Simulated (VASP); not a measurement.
The system is AlAs.

```
Al As
1.0
     0.00000    2.83040    2.83040
     2.83040    0.00000    2.83040
     2.83040    2.83040    0.00000
Al As
1 1
Direct
  0.00000 0.00000 0.00000
  0.25000 0.25000 0.25000
```

```yaml
Program: VASP 6.6.1
Task: relaxation of cell and atoms
Functional: PBE
Potentials_or_basis: VASP PAW PBE potentials, release 64 (Al, As)
Cutoff: 600 eV
k_mesh: 8 × 8 × 8
Occupations: gaussian, width 0.03 eV
Spin: no spin polarisation
```

At the start: pressure 2.8 GPa; volume 22.67 Å³/atom.

Q: Where does the relaxation end?

A: Over 3 steps the energy falls by 7.3 meV/atom and the volume is 23.55 Å³/atom (+3.9 %); space group F-43m (No. 216, to 0.05 Å).

Step by step:
| step | energy change (eV) | largest force (eV/Å) | pressure (GPa) | volume (Å³) |
| --- | --- | --- | --- | --- |
| 1 | 0.0000 | 0.0000 | 2.78 | 45.35 |
| 2 | -0.0113 | 0.0000 | -1.19 | 47.98 |
| 3 | -0.0146 | 0.0000 | 0.01 | 47.10 |

Final structure:
```cif
data_structure
_symmetry_space_group_name_H-M 'P 1'
_symmetry_Int_Tables_number 1
_cell_length_a 4.0536
_cell_length_b 4.0536
_cell_length_c 4.0536
_cell_angle_alpha 60.000
_cell_angle_beta 60.000
_cell_angle_gamma 60.000
_cell_volume 47.10
loop_
_atom_site_label
_atom_site_type_symbol
_atom_site_fract_x
_atom_site_fract_y
_atom_site_fract_z
_atom_site_occupancy
Al1 Al 0.00000 0.00000 0.00000 1
As1 As 0.25000 0.25000 0.25000 1
```
